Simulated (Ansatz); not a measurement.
## ZrO2: frozen-core PAW against all-electron methods

```yaml
crystal:
  lattice:
    - [0.00000, 2.55785, 2.55785]
    - [2.55785, 0.00000, 2.55785]
    - [2.55785, 2.55785, 0.00000]
  atoms:
    - { symbol: Zr, position: [0.00000, 0.00000, 0.00000] }
    - { symbol: O, position: [0.25000, 0.25000, 0.25000] }
    - { symbol: O, position: [0.75000, 0.75000, 0.75000] }
```

Atoms are numbered in the order listed.

Conventional cell: a = 5.116 Å, b = 5.116 Å, c = 5.116 Å, α = 90.00°, β = 90.00°, γ = 90.00°. Zr (atom 1) is surrounded by 8 O at 2.22 Å. O (atom 2) has 4 Zr at 2.22 Å as nearest neighbours.

The structure comes from a relaxation in the same program, started in the fluorite type, and has space group Fm-3m. Whether it is a known phase or the ground state wasn't checked.

Methods: DFT, PBE, PAW with Ansatz's default frozen-core files, scalar-relativistic (Ansatz 0.2.0); DFT, PBE, all-electron LAPW, scalar-relativistic (Ansatz 0.2.0).

For PAW: a Γ-centred 14×14×14 k mesh, Fermi–Dirac smearing of 0.05 eV, cutoff 420 eV, no spin polarisation. LAPW targets a basis error of 1 meV/atom. The Ansatz runs share mesh, smearing and spin set-up. Plane-wave (PAW) pressures include the program's estimate of the Pulay term.

Stress and pressure are positive in compression.

Levels count from the top of the valence band.

PAW results:

| quantity | PAW |
| --- | --- |
| pressure (GPa) | 0.02 |
| band gap (eV) | 3.317 |
| highest filled level at K (eV) | -0.328 |
| lowest empty level at K (eV) | 3.969 |
| highest filled level at X (eV) | 0.000 |
| lowest empty level at X (eV) | 3.747 |
| highest filled level at Γ (eV) | -0.528 |
| lowest empty level at Γ (eV) | 3.317 |

Q: What does LAPW (all electrons) give for the same quantities?

A: 
| quantity | LAPW |
| --- | --- |
| pressure (GPa) | 0.02 |
| band gap (eV) | 3.316 |
| highest filled level at K (eV) | -0.327 |
| lowest empty level at K (eV) | 3.970 |
| highest filled level at X (eV) | 0.000 |
| lowest empty level at X (eV) | 3.746 |
| highest filled level at Γ (eV) | -0.526 |
| lowest empty level at Γ (eV) | 3.316 |
